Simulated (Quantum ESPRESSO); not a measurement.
# TiO2 (P4_2/mnm) in Quantum ESPRESSO: a series of runs

Runs on TiO2. Level: PBE. Tasks: phonons.

Everything below comes from runs of Quantum ESPRESSO 7.5. Logs are shortened: lines on timing, memory, paths and dates and some standing lists are left out, and cuts for length are marked.

## (1) The crystal as given

It takes space group P4_2/mnm (No. 136, tetragonal). The conventional cell has a = 4.600 Å, b = 4.600 Å, c = 2.959 Å, α = 90.00°, β = 90.00°, γ = 90.00°. Ti (site symmetry mmm) is surrounded by 6 O at 1.95 to 1.98 Å. O (site symmetry m2m) is surrounded by 3 Ti at 1.95 to 1.98 Å.

The cell is a database's computed one.

## (2) Phonons, PBE

Contents of pw.in:

```
&CONTROL
  calculation = 'scf'
  prefix = 'pwscf'
  outdir = './tmp'
  pseudo_dir = './pseudo'
  tprnfor = .true.
  tstress = .true.
  disk_io = 'low'
/
&SYSTEM
  ibrav = 0
  celldm(1) = 8
  nat = 6
  ntyp = 2
  ecutwfc = 45
  ecutrho = 360
  nbnd = 33
  occupations = 'smearing'
  smearing = 'fd'
  degauss = 0.00367493
/
&ELECTRONS
  conv_thr = 1.2d-09
  electron_maxstep = 120
  mixing_beta = 0.5
/
ATOMIC_SPECIES
Ti    47.8670 ti_pbe_v1.4.uspp.F.UPF
O     15.9990 o_pbe_v1.2.uspp.F.UPF
CELL_PARAMETERS alat
  1.0865540950003   0.0000000000000   0.0000000000000
  0.0000000000000   1.0865540950003   0.0000000000000
  0.0000000000000   0.0000000000000   0.6990128965849
ATOMIC_POSITIONS crystal
Ti     0.0000000000    0.0000000000    0.5000000000
Ti     0.5000000000    0.5000000000    0.0000000000
O      0.3043213200    0.3043213200    0.5000000000
O      0.1956786800    0.8043213200    0.0000000000
O      0.8043213200    0.1956786800    0.0000000000
O      0.6956786800    0.6956786800    0.5000000000
K_POINTS automatic
2 2 4 1 1 1
```

Contents of relax.in:

```
&CONTROL
  calculation = 'relax'
  prefix = 'pwscf'
  outdir = './tmp'
  pseudo_dir = './pseudo'
  tprnfor = .true.
  tstress = .true.
  disk_io = 'low'
  nstep = 40
  forc_conv_thr = 0.0001
  etot_conv_thr = 1d-06
/
&SYSTEM
  ibrav = 0
  celldm(1) = 8
  nat = 6
  ntyp = 2
  ecutwfc = 45
  ecutrho = 360
  nbnd = 33
  occupations = 'smearing'
  smearing = 'fd'
  degauss = 0.00367493
/
&ELECTRONS
  conv_thr = 1.2d-09
  electron_maxstep = 120
  mixing_beta = 0.5
/
&IONS
  ion_dynamics = 'bfgs'
/
ATOMIC_SPECIES
Ti    47.8670 ti_pbe_v1.4.uspp.F.UPF
O     15.9990 o_pbe_v1.2.uspp.F.UPF
CELL_PARAMETERS alat
  1.0865540950003   0.0000000000000   0.0000000000000
  0.0000000000000   1.0865540950003   0.0000000000000
  0.0000000000000   0.0000000000000   0.6990128965849
ATOMIC_POSITIONS crystal
Ti     0.0000000000    0.0000000000    0.5000000000
Ti     0.5000000000    0.5000000000    0.0000000000
O      0.3043213200    0.3043213200    0.5000000000
O      0.1956786800    0.8043213200    0.0000000000
O      0.8043213200    0.1956786800    0.0000000000
O      0.6956786800    0.6956786800    0.5000000000
K_POINTS automatic
2 2 4 1 1 1
```

Contents of scf2.in:

```
&CONTROL
  calculation = 'scf'
  prefix = 'pwscf'
  outdir = './tmp'
  pseudo_dir = './pseudo'
  tprnfor = .true.
  tstress = .true.
  disk_io = 'low'
/
&SYSTEM
  ibrav = 0
  celldm(1) = 8
  nat = 6
  ntyp = 2
  ecutwfc = 45
  ecutrho = 360
  nbnd = 33
  occupations = 'fixed'
/
&ELECTRONS
  conv_thr = 1d-13
  electron_maxstep = 120
  mixing_beta = 0.5
  startingpot = 'file'
  startingwfc = 'file'
/
ATOMIC_SPECIES
Ti    47.8670 ti_pbe_v1.4.uspp.F.UPF
O     15.9990 o_pbe_v1.2.uspp.F.UPF
CELL_PARAMETERS alat
  1.0865540950003   0.0000000000000   0.0000000000000
  0.0000000000000   1.0865540950003   0.0000000000000
  0.0000000000000   0.0000000000000   0.6990128965849
ATOMIC_POSITIONS crystal
Ti     0.0000000000    0.0000000000    0.5000000000
Ti     0.5000000000    0.5000000000    0.0000000000
O      0.3040593368    0.3040593368    0.5000000000
O      0.1959406632    0.8040593368    0.0000000000
O      0.8040593368    0.1959406632    0.0000000000
O      0.6959406632    0.6959406632    0.5000000000
K_POINTS automatic
2 2 4 1 1 1
```

Contents of ph.in:

```
phonons of TiO2
&INPUTPH
  prefix = 'pwscf'
  outdir = './tmp'
  tr2_ph = 1d-18
  fildyn = 'dyn'
  niter_ph = 90
  alpha_mix(1) = 0.7
  epsil = .true.
/
0.0000000000 0.0000000000 0.0000000000
```

Contents of dynmat.in:

```
&INPUT
  fildyn = 'dyn'
  asr = 'crystal'
  lperm = .true.
  filout = 'dynmat.disp'
  fileig = 'dynmat.eig'
/
```

Contents of dynmat_lo.in:

```
&INPUT
  fildyn = 'dyn'
  asr = 'crystal'
  filout = 'dynmat_lo.disp'
  fileig = 'dynmat_lo.eig'
  q(1) = 0
  q(2) = 0
  q(3) = 1
/
```

Potentials or basis: GBRV 1.5 PBE.

Started as:

```bash
> OMP_NUM_THREADS=1 mpirun -n 4 pw.x -in pw.in > pw.out
> OMP_NUM_THREADS=1 mpirun -n 4 pw.x -in relax.in > relax.out
> OMP_NUM_THREADS=1 mpirun -n 4 pw.x -in scf2.in > scf2.out
> OMP_NUM_THREADS=1 mpirun -n 4 ph.x -in ph.in > ph.out
> OMP_NUM_THREADS=1 mpirun -n 1 dynmat.x -in dynmat.in > dynmat.out
> OMP_NUM_THREADS=1 mpirun -n 1 dynmat.x -in dynmat_lo.in > dynmat_lo.out
```

pw.out:

```text
This program is part of the open-source Quantum ESPRESSO suite
     for quantum simulation of materials; please cite
[... 6 lines left out ...]
     using ibrav=0 with symmetry is DISCOURAGED, use correct ibrav instead

     Subspace diagonalization in iterative solution of the eigenvalue problem:
     a serial algorithm will be used

     --------------------
     sticks:   dense  smooth     PW     G-vecs:    dense   smooth      PW
     Min         544     271     75                12194     4305     657
     Max         545     272     77                12195     4308     658
     Sum        2177    1085    305                48777    17227    2629

     Using Slab Decomposition

     bravais-lattice index     =            0
     lattice parameter (alat)  =       8.0000  a.u.
     unit-cell volume          =     422.5303 (a.u.)^3
     number of atoms/cell      =            6
     number of atomic types    =            2
     number of electrons       =        48.00
     number of Kohn-Sham states=           33
     kinetic-energy cutoff     =      45.0000  Ry
     charge density cutoff     =     360.0000  Ry
     scf convergence threshold =      1.2E-09
     mixing beta               =       0.5000
     number of iterations used =            8  plain     mixing
     Exchange-correlation= SLA  PW   PBE  PBE
                           (   1   4   3   4   0   0   0)

     celldm(1)=   8.000000  celldm(2)=   0.000000  celldm(3)=   0.000000
     celldm(4)=   0.000000  celldm(5)=   0.000000  celldm(6)=   0.000000

     crystal axes: (cart. coord. in units of alat)
               a(1) = (   1.086554   0.000000   0.000000 )
               a(2) = (   0.000000   1.086554   0.000000 )
               a(3) = (   0.000000   0.000000   0.699013 )

     reciprocal axes: (cart. coord. in units 2 pi/alat)
               b(1) = (  0.920341  0.000000  0.000000 )
               b(2) = (  0.000000  0.920341  0.000000 )
               b(3) = (  0.000000  0.000000  1.430589 )

     PseudoPot. # 1 for Ti read from file:
     ti_pbe_v1.4.uspp.F.UPF
     Pseudo is Ultrasoft + core correction, Zval = 12.0
     Generated by new atomic code, or converted to UPF format
     Using radial grid of  851 points,  6 beta functions with:
                l(1) =   0
                l(2) =   0
                l(3) =   1
                l(4) =   1
                l(5) =   2
                l(6) =   2
     Q(r) pseudized with  6 coefficients,  rinner =    1.000   1.000   1.000
                                                       1.000   1.000

     PseudoPot. # 2 for O  read from file:
     o_pbe_v1.2.uspp.F.UPF
     Pseudo is Ultrasoft + core correction, Zval =  6.0
     Generated by new atomic code, or converted to UPF format
     Using radial grid of  737 points,  5 beta functions with:
                l(1) =   0
                l(2) =   0
                l(3) =   1
                l(4) =   1
                l(5) =   2
     Q(r) pseudized with  8 coefficients,  rinner =    0.900   0.900   0.900
                                                       0.900   0.900

     atomic species   valence    mass     pseudopotential
     Ti               12.00    47.86700     Ti( 1.00)
     O                 6.00    15.99900     O ( 1.00)

     16 Sym. Ops., with inversion, found ( 8 have fractional translation)

   Cartesian axes

     site n.     atom                  positions (alat units)
         1        Ti     tau(   1) = (   0.0000000   0.0000000   0.3495064  )
         2        Ti     tau(   2) = (   0.5432770   0.5432770   0.0000000  )
         3        O      tau(   3) = (   0.3306616   0.3306616   0.3495064  )
         4        O      tau(   4) = (   0.2126155   0.8739386   0.0000000  )
         5        O      tau(   5) = (   0.8739386   0.2126155   0.0000000  )
         6        O      tau(   6) = (   0.7558925   0.7558925   0.3495064  )

     number of k points=     2  Fermi-Dirac smearing, width (Ry)=  0.0037
                       cart. coord. in units 2pi/alat
        k(    1) = (   0.2300852   0.2300852   0.1788236), wk =   1.0000000
        k(    2) = (   0.2300852   0.2300852   0.5364708), wk =   1.0000000

     Dense  grid:    48777 G-vectors     FFT dimensions: (  54,  54,  36)

     Smooth grid:    17227 G-vectors     FFT dimensions: (  40,  40,  24)

     Check: negative core charge=   -0.000012

     Initial potential from superposition of free atoms

     starting charge      45.9999, renormalised to      48.0000

     negative rho (up, down):  1.867E-03 0.000E+00
     Starting wfcs are   36 randomized atomic wfcs

     Self-consistent Calculation

     iteration #  1     ecut=    45.00 Ry     beta= 0.50
     Davidson diagonalization with overlap
     ethr =  1.00E-02,  avg # of iterations =  2.0

     negative rho (up, down):  3.167E-03 0.000E+00

     total energy              =    -367.90736636 Ry
     estimated scf accuracy    <       1.26310454 Ry

     iteration #  2     ecut=    45.00 Ry     beta= 0.50
     Davidson diagonalization with overlap
     ethr =  2.63E-03,  avg # of iterations =  4.0

     negative rho (up, down):  1.755E-03 0.000E+00

     total energy              =    -367.39606916 Ry
     estimated scf accuracy    <       5.89484731 Ry

     iteration #  3     ecut=    45.00 Ry     beta= 0.50
     Davidson diagonalization with overlap
     ethr =  2.63E-03,  avg # of iterations =  3.5

     negative rho (up, down):  1.767E-03 0.000E+00

     total energy              =    -368.43330770 Ry
     estimated scf accuracy    <       0.22030665 Ry

     iteration #  4     ecut=    45.00 Ry     beta= 0.50
     Davidson diagonalization with overlap
     ethr =  4.59E-04,  avg # of iterations =  1.5
[... 46 lines left out ...]
     negative rho (up, down):  1.801E-03 0.000E+00

     total energy              =    -368.44919404 Ry
     estimated scf accuracy    <       0.00000016 Ry

     iteration # 10     ecut=    45.00 Ry     beta= 0.50
     Davidson diagonalization with overlap
     ethr =  3.25E-10,  avg # of iterations =  3.0

     negative rho (up, down):  1.802E-03 0.000E+00

     total energy              =    -368.44919407 Ry
     estimated scf accuracy    <       0.00000002 Ry

     iteration # 11     ecut=    45.00 Ry     beta= 0.50
     Davidson diagonalization with overlap
     ethr =  3.35E-11,  avg # of iterations =  2.0

     negative rho (up, down):  1.802E-03 0.000E+00

     End of self-consistent calculation

          k = 0.2301 0.2301 0.1788 (  2140 PWs)   bands (ev):

   -47.7887 -47.7810 -24.1058 -24.0500 -24.0176 -23.9672 -23.9497 -23.9470
    -8.5756  -7.9147  -7.4952  -7.3085   3.7338   4.4652   4.7118   5.0774
     5.4832   6.2962   6.5863   6.9047   7.1758   7.9056   7.9846   8.4783
    11.2919  11.5938  11.8133  12.2074  12.2633  13.1036  14.3416  14.9496
    15.4592

          k = 0.2301 0.2301 0.5365 (  2158 PWs)   bands (ev):

   -47.7578 -47.7546 -24.2923 -24.2817 -24.0094 -23.9729 -23.9687 -23.9450
    -7.9871  -7.6746  -7.6533  -7.3615   4.3623   4.6072   4.6534   5.0664
     5.1201   6.1310   6.5132   6.6357   6.8901   7.6063   7.7001   8.2830
    11.1749  12.0845  12.1280  12.2185  12.4466  12.9893  13.9529  14.9768
    15.0637

     the Fermi energy is     9.9360 ev

!    total energy              =    -368.44919408 Ry
     estimated scf accuracy    <          9.6E-11 Ry
     smearing contrib. (-TS)   =      -0.00000000 Ry
     internal energy E=F+TS    =    -368.44919408 Ry

     The total energy is F=E-TS. E is the sum of the following terms:
     one-electron contribution =    -125.24529187 Ry
     hartree contribution      =      86.18185308 Ry
     xc contribution           =     -65.29812806 Ry
     ewald contribution        =    -264.08762723 Ry

     convergence has been achieved in  11 iterations

     negative rho (up, down):  1.802E-03 0.000E+00

     Forces acting on atoms (cartesian axes, Ry/au):

     atom    1 type  1   force =     0.00000000    0.00000000    0.00000000
     atom    2 type  1   force =     0.00000000    0.00000000    0.00000000
     atom    3 type  2   force =    -0.00095136   -0.00095136    0.00000000
     atom    4 type  2   force =     0.00095136   -0.00095136    0.00000000
     atom    5 type  2   force =    -0.00095136    0.00095136    0.00000000
     atom    6 type  2   force =     0.00095136    0.00095136    0.00000000

     Total force =     0.002691     Total SCF correction =     0.000001

     Computing stress (Cartesian axis) and pressure

     negative rho (up, down):  1.802E-03 0.000E+00
          total   stress  (Ry/bohr**3)                   (kbar)     P=       45.10
   0.00034016   0.00000000   0.00000000           50.04        0.00        0.00
   0.00000000   0.00034016   0.00000000            0.00       50.04        0.00
   0.00000000   0.00000000   0.00023943            0.00        0.00       35.22

=------------------------------------------------------------------------------=
   JOB DONE.
=------------------------------------------------------------------------------=
```

It took 84 s on 4 MPI ranks of Arm Neoverse V2, shared host; peak memory 0.36 GiB.

Results:

- Free energy: -5013.0068 eV
- Pressure after relaxing: 4.4 GPa
- Electronic dielectric tensor (diagonal): 7.94, 7.94, 8.48
- Born charges (mean of the diagonal): Ti +6.90; O -3.48 e
- Highest phonon frequency at Γ, LO-TO splitting left out: 798 cm⁻¹
- Most unstable mode: 156i cm⁻¹

Step by step:
| step | energy change (eV) | largest force (eV/Å) | pressure (GPa) |
| --- | --- | --- | --- |
| 1 | 0.0000 | 0.0346 | 4.51 |
| 2 | -0.0001 | 0.0201 | 4.47 |
| 3 | -0.0001 | 0.0042 | 4.43 |
| 4 | -0.0001 | 0.0000 | 4.43 |

Final structure:
```yaml
crystal:
  lattice:
    - [4.59984, 0.00000, 0.00000]
    - [0.00000, 4.59984, 0.00000]
    - [0.00000, 0.00000, 2.95921]
  atoms:
    - { symbol: Ti, position: [0.00000, 0.00000, 0.50000] }
    - { symbol: Ti, position: [0.50000, 0.50000, 0.00000] }
    - { symbol: O, position: [0.30406, 0.30406, 0.50000] }
    - { symbol: O, position: [0.19594, 0.80406, 0.00000] }
    - { symbol: O, position: [0.80406, 0.19594, 0.00000] }
    - { symbol: O, position: [0.69594, 0.69594, 0.50000] }
```

Levels at points of the mesh, in eV from the valence-band top:
```
           k point  band 20  band 21  band 22  band 23  band 24  band 25  band 26  band 27
(0.25, 0.25, 0.12)    -1.58    -1.30    -0.57    -0.50     0.00     2.80     3.11     3.32
```

Phonon frequencies in cm⁻¹ (negative: imaginary):
| q point | frequencies |
| --- | --- |
| (0.000, 0.000, 0.000) | -156 -4 -4 5 72 85 85 129 370 370 373 418 441 441 475 475 587 798 |

Electronic dielectric tensor:
```
7.94 0.00 0.00
0.00 7.94 0.00
0.00 0.00 8.48
```

Born effective charge tensors (e):
atom 1, Ti
```
6.53 0.88 0.00
0.88 6.53 0.00
0.00 0.00 7.64
```
atom 2, Ti
```
 6.53 -0.88  0.00
-0.88  6.53  0.00
 0.00  0.00  7.64
```
atom 3, O
```
-3.35 -2.03  0.00
-2.03 -3.35  0.00
 0.00  0.00 -3.76
```
atom 4, O
```
-3.35  2.03  0.00
 2.03 -3.35  0.00
 0.00  0.00 -3.76
```
atom 5, O
```
-3.35  2.03  0.00
 2.03 -3.35  0.00
 0.00  0.00 -3.76
```
atom 6, O
```
-3.35 -2.03  0.00
-2.03 -3.35  0.00
 0.00  0.00 -3.76
```

Optical modes at Γ, degenerate ones joined, polar ones without the macroscopic field:
```csv
cm⁻¹,components,symmetry,active in,"IR intensity, summed ((D/Å)²/amu)"
156i,1,A2u,IR,138.87
72,1,B1u,silent,0.00
85,2,Eu,IR,197.86
129,1,B1g,Raman,0.00
370,2,Eu,IR,14.46
373,1,B1u,silent,0.00
418,1,A2g,silent,0.00
441,2,Eg,Raman,0.00
475,2,Eu,IR,45.39
587,1,A1g,Raman,0.00
798,1,B2g,Raman,0.00
```

Zone-centre frequencies without and with the macroscopic field along z (cm⁻¹):
|  | optical modes in rising order |
| --- | --- |
| without | 156i 72 85 85 129 370 370 373 418 441 441 475 475 587 798 |
| with the field | 72 85 85 129 370 370 373 418 441 441 475 475 587 730 798 |

Caveat: the k mesh is coarse (spacing up to 0.68 Å⁻¹), so the values aren't converged; the mesh is thin for the dielectric tensor, Born charges and intensities, which usually come out too large; some modes are imaginary; the cell is more than 3 GPa from zero pressure, which shifts response properties; the Born charges break their sum rule by 0.13 e, a sign of too thin a mesh.

(Part 1 of 2 ends here.)
